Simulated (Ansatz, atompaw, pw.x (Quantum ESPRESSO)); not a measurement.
## pw.x on fcc Mg: one setting changed

Potential: PAW, atompaw 4.2.0.5, PBE; core [Ne], reference 3s2 3p0; waves: 3s (bound): rc 3.00 bohr; 3s channel at 0.5 Ry: rc 2.10 bohr; 3p (bound, empty): rc 3.00 bohr; 3p channel at 0.6 Ry: rc 3.00 bohr; local part: bessel scheme, radius 1.30 bohr; core correction: smooth core density matched at 2.85 bohr; augmentation: besselshape compensation charge, radius 2.90 bohr; PAW radius 3.00 bohr; waves and projectors: custom polynom vanderbiltortho.

The reference run (k-mesh 13³, cutoffs 40/400 Ry, Fermi–Dirac 0.01 Ry, mixing_beta 0.4, conv_thr 1e-9, no spin) gives 0.22 GPa at 23.198 Å³/atom, where all-electron LAPW gives -0.07 GPa. This run, with its own iteration cap, changes mixing_mode to TF.

```
&control
  calculation='scf', prefix='x', pseudo_dir='./', outdir='./tmp', tstress=.true., disk_io='none'
/
&system
  ibrav=0, nat=1, ntyp=1, ecutwfc=40, ecutrho=400, nbnd=8,
  occupations='smearing', smearing='fd', degauss=0.01
/
&electrons
  conv_thr=1e-09, mixing_beta=0.4, electron_maxstep=60, mixing_mode='TF'
/
ATOMIC_SPECIES
Mg 1.0 Mg.UPF
CELL_PARAMETERS angstrom
  0.00000000 2.26363734 2.26363734
  2.26363734 0.00000000 2.26363734
  2.26363734 2.26363734 0.00000000
ATOMIC_POSITIONS crystal
Mg 0.0000 0.0000 0.0000
K_POINTS automatic
13 13 13 0 0 0
```

```bash
pw.x < Mg.scf.in > Mg.scf.out
```

Q: How does the run end?

A: It converges in 8 iterations; the free energy moves by +0.0 meV/atom and the pressure by +0.00 GPa. The result is that of the reference run.

```
Message from routine setup:
     using ibrav=0 with symmetry is DISCOURAGED, use correct ibrav instead
     lattice parameter (alat)  =       6.0495  a.u.
     unit-cell volume          =     156.5479 (a.u.)^3
     number of electrons       =         2.00
     number of Kohn-Sham states=            8
     kinetic-energy cutoff     =      40.0000  Ry
     charge density cutoff     =     400.0000  Ry
     scf convergence threshold =      1.0E-09
     Exchange-correlation= SLA PW PBX PBC
     number of k points=    84  Fermi-Dirac smearing, width (Ry)=  0.0100
     iteration #  1     ecut=    40.00 Ry     beta= 0.40
     total energy              =     -33.61444561 Ry
     estimated scf accuracy    <       0.00332085 Ry
     iteration #  2     ecut=    40.00 Ry     beta= 0.40
     total energy              =     -33.61495528 Ry
     estimated scf accuracy    <       0.00193376 Ry
     iteration #  3     ecut=    40.00 Ry     beta= 0.40
     total energy              =     -33.61507001 Ry
     estimated scf accuracy    <       0.00001033 Ry
     [... 2 iterations left out ...]
     iteration #  6     ecut=    40.00 Ry     beta= 0.40
     total energy              =     -33.61508355 Ry
     estimated scf accuracy    <          3.5E-09 Ry
     iteration #  7     ecut=    40.00 Ry     beta= 0.40
     total energy              =     -33.61508357 Ry
     estimated scf accuracy    <          1.9E-09 Ry
     iteration #  8     ecut=    40.00 Ry     beta= 0.40
     the Fermi energy is     3.5482 ev
!    total energy              =     -33.61508358 Ry
     estimated scf accuracy    <          6.8E-11 Ry
     smearing contrib. (-TS)   =      -0.00201352 Ry
     The total energy is F=E-TS. E is the sum of the following terms:
     one-electron contribution =       1.41848680 Ry
     hartree contribution      =       0.00306986 Ry
     xc contribution           =      -0.88222396 Ry
     ewald contribution        =      -2.14363360 Ry
     one-center paw contrib.   =     -32.00876916 Ry
     convergence has been achieved in   8 iterations
          total   stress  (Ry/bohr**3)                   (kbar)     P=        2.20
     Message from routine punch:
     Nothing written, as per user request (disk_io='none')
```

The run took about 4.1 s on one core of a shared host (Intel(R) Xeon(R) 6975P-C, 192 threads, 756 GiB, load 72).
